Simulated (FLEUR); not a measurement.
# HgTe (Fm-3m) in FLEUR: a series of runs, part 2 of 2

FLEUR MaX-R8.1 (patched build s14).

## 3. Band structure, revPBE, spin-orbit coupling, no magnetisation

Input file inp.xml:

```xml
<?xml version="1.0" encoding="UTF-8" standalone="no"?>
<fleurInput fleurInputVersion="0.39">
   <comment>
      HgTe                                                                                                
   </comment>
   <calculationSetup>
      <cutoffs Kmax="3.0" Gmax="9.3" GmaxXC="9.3" numbands="all"/>
      <scfLoop itmax="60" minDistance="0.00001" maxIterBroyd="15" imix="Anderson" alpha="0.1" precondParam="0.0" spinf="2.0"/>
      <coreElectrons ctail="T" frcor="F" kcrel="0" coretail_lmax="0"/>
      <xcFunctional name="rpbe" relativisticCorrections="F"/>
      <magnetism jspins="1"/>
      <soc l_soc="T" theta="0.0" phi="0.0" spav="F"/>
      <expertModes spex="0" secvar="F"/>
      <geometryOptimization l_f="F" forcealpha="1.0" forcemix="BFGS" epsdisp="0.00001" epsforce="0.00001"/>
      <ldaU l_linMix="F" mixParam="0.05" spinf="1.0"/>
   </calculationSetup>
   <cell>
      <bzIntegration valenceElectrons="42.0" mode="gauss" fermiSmearingEnergy="0.00183747">
         <kPointListSelection listName="default-1"/>
         <!-- k-points included here -->
         <xi:include xmlns:xi="http://www.w3.org/2001/XInclude" href="kpts.xml"> </xi:include>
      </bzIntegration>
      <!-- symmetry operations included here -->
      <xi:include xmlns:xi="http://www.w3.org/2001/XInclude" href="sym.xml"> </xi:include>
      <bulkLattice scale="1.0">
[... 29 lines left out ...]
            <stateOccupation state="(5p3/2)" spinUp="1.333333" spinDown="1.333333"/>
         </electronConfig>
         <energyParameters s="5" p="5" d="5" f="4"/>
         <lo type="SCLO" l="1" n="4" eDeriv="0"/>
         <lo type="SCLO" l="1" n="4" eDeriv="1"/>
         <lo type="SCLO" l="2" n="4" eDeriv="0"/>
         <lo type="SCLO" l="2" n="4" eDeriv="1"/>
         <lo type="SCLO" l="0" n="5" eDeriv="2"/>
         <lo type="SCLO" l="3" n="4" eDeriv="2"/>
      </species>
   </atomSpecies>
   <atomGroups>
      <atomGroup species="Mercury (Hg)">
         <relPos label="                   1">.0000000000 .0000000000 .0000000000</relPos>
         <force calculate="T" relaxXYZ="TTT"/>
      </atomGroup>
      <atomGroup species="Tellurium (Te)">
         <relPos label="                   2">1.000/2.000 1.000/2.000 1.000/2.000</relPos>
         <force calculate="T" relaxXYZ="TTT"/>
      </atomGroup>
   </atomGroups>
   <output dos="F" band="F" slice="F">
      <checks vchk="F" cdinf="F"/>
      <bandDOS minEnergy="-.5*Htr" maxEnergy="0.5*Htr" sigma="0.015" storeEVData="T"/>
      <vacuumDOS vacdos="F" integ="F" star="F" nstars="0" locx1="0.0" locy1="0.0" locx2="0.0" locy2="0.0" nstm="0" tworkf="0.0"/>
      <unfoldingBand unfoldBand="F" supercellX="1" supercellY="1" supercellZ="1"/>
      <plotting iplot="0" polar="F">
         <plot TwoD="T" vec1="  1.0  0.0  0.0" vec2="  0.0  1.0  0.0" vec3="  0.0  0.0  1.0" zero="  0.0  0.0  0.0" file="plot"/>
      </plotting>
      <chargeDensitySlicing numkpt="0" minEigenval="0.0" maxEigenval="0.0" nnne="0" pallst="F"/>
      <specialOutput eonly="F"/>
      <magneticCircularDichroism mcd="F" energyLo="-10.0" energyUp="0.0"/>
   </output>
  <!-- We include the file relax.xml here to enable relaxations (see documentation) -->
  <xi:include xmlns:xi="http://www.w3.org/2001/XInclude" href="relax.xml"> <xi:fallback/> </xi:include>
</fleurInput>
```

Input file crystal.txt:

```
HgTe
&input cartesian=F /
0.0000000000  3.1800000000  3.1800000000
3.1800000000  0.0000000000  3.1800000000
3.1800000000  3.1800000000  0.0000000000
1.8897261246
1.0 1.0 1.0

2
80 0.0000000000  0.0000000000  0.0000000000
52 0.5000000000  0.5000000000  0.5000000000

&soc 0.0 0.0 /
&kpt div1=5 div2=5 div3=5 gamma=T /
```

Input file inp.xml (bands):

```
<?xml version="1.0" encoding="UTF-8" standalone="no"?>
<fleurInput fleurInputVersion="0.39">
   <comment>
      HgTe                                                                                                
   </comment>
   <calculationSetup>
      <cutoffs Kmax="3.0" Gmax="9.3" GmaxXC="9.3" numbands="all"/>
      <scfLoop itmax="60" minDistance="0.00001" maxIterBroyd="15" imix="Anderson" alpha="0.1" precondParam="0.0" spinf="2.0"/>
      <coreElectrons ctail="T" frcor="F" kcrel="0" coretail_lmax="0"/>
      <xcFunctional name="rpbe" relativisticCorrections="F"/>
      <magnetism jspins="1"/>
      <soc l_soc="T" theta="0.0" phi="0.0" spav="F"/>
      <expertModes spex="0" secvar="F"/>
      <geometryOptimization l_f="F" forcealpha="1.0" forcemix="BFGS" epsdisp="0.00001" epsforce="0.00001"/>
      <ldaU l_linMix="F" mixParam="0.05" spinf="1.0"/>
   </calculationSetup>
   <cell>
      <bzIntegration valenceElectrons="42.0" mode="gauss" fermiSmearingEnergy="0.00183747">
         <kPointListSelection listName="path-1"/>
         <!-- k-points included here -->
         <xi:include xmlns:xi="http://www.w3.org/2001/XInclude" href="kpts.xml"> </xi:include>
      </bzIntegration>
      <!-- symmetry operations included here -->
      <xi:include xmlns:xi="http://www.w3.org/2001/XInclude" href="sym.xml"> </xi:include>
[... 30 lines left out ...]
            <stateOccupation state="(5p3/2)" spinUp="1.333333" spinDown="1.333333"/>
         </electronConfig>
         <energyParameters s="5" p="5" d="5" f="4"/>
         <lo type="SCLO" l="1" n="4" eDeriv="0"/>
         <lo type="SCLO" l="1" n="4" eDeriv="1"/>
         <lo type="SCLO" l="2" n="4" eDeriv="0"/>
         <lo type="SCLO" l="2" n="4" eDeriv="1"/>
         <lo type="SCLO" l="0" n="5" eDeriv="2"/>
         <lo type="SCLO" l="3" n="4" eDeriv="2"/>
      </species>
   </atomSpecies>
   <atomGroups>
      <atomGroup species="Mercury (Hg)">
         <relPos label="                   1">.0000000000 .0000000000 .0000000000</relPos>
         <force calculate="T" relaxXYZ="TTT"/>
      </atomGroup>
      <atomGroup species="Tellurium (Te)">
         <relPos label="                   2">1.000/2.000 1.000/2.000 1.000/2.000</relPos>
         <force calculate="T" relaxXYZ="TTT"/>
      </atomGroup>
   </atomGroups>
   <output dos="F" band="T" slice="F">
      <checks vchk="F" cdinf="F"/>
      <bandDOS minEnergy="-.5*Htr" maxEnergy="0.5*Htr" sigma="0.015" storeEVData="T"/>
      <vacuumDOS vacdos="F" integ="F" star="F" nstars="0" locx1="0.0" locy1="0.0" locx2="0.0" locy2="0.0" nstm="0" tworkf="0.0"/>
      <unfoldingBand unfoldBand="F" supercellX="1" supercellY="1" supercellZ="1"/>
      <plotting iplot="0" polar="F">
         <plot TwoD="T" vec1="  1.0  0.0  0.0" vec2="  0.0  1.0  0.0" vec3="  0.0  0.0  1.0" zero="  0.0  0.0  0.0" file="plot"/>
      </plotting>
      <chargeDensitySlicing numkpt="0" minEigenval="0.0" maxEigenval="0.0" nnne="0" pallst="F"/>
      <specialOutput eonly="F"/>
      <magneticCircularDichroism mcd="F" energyLo="-10.0" energyUp="0.0"/>
   </output>
  <!-- We include the file relax.xml here to enable relaxations (see documentation) -->
  <xi:include xmlns:xi="http://www.w3.org/2001/XInclude" href="relax.xml"> <xi:fallback/> </xi:include>
</fleurInput>
```

Potentials or basis: all-electron, FLAPW.

Run with:

```
inpgen -f crystal.txt -profile fastHighL
# inp.xml edited to the form shown
fleur
fleur   # second run, on inp.xml (bands)
```

Wall time 86 s (1 thread of AMD EPYC 7B13 (Zen 3), shared host); peak memory 0.09 GiB.

The run converged, but some of its settings lie outside the range that counts as converged (typed here: Kmax = 3; alpha = 0.1), so its numbers aren't taken as properties of the crystal.

What came out:

| Quantity | Value |
| --- | --- |
| Free energy | -719996.2474 eV |
| Band gap along the path | none (metal or under the smearing width) |
| Valence electrons inside the program's atomic spheres | Hg 18.47; Te 19.98 (radii Hg 2.66, Te 2.66 bohr) |

Caveat: with Gaussian smearing the program prints no entropy term, so the energy of a metal isn't a free energy.
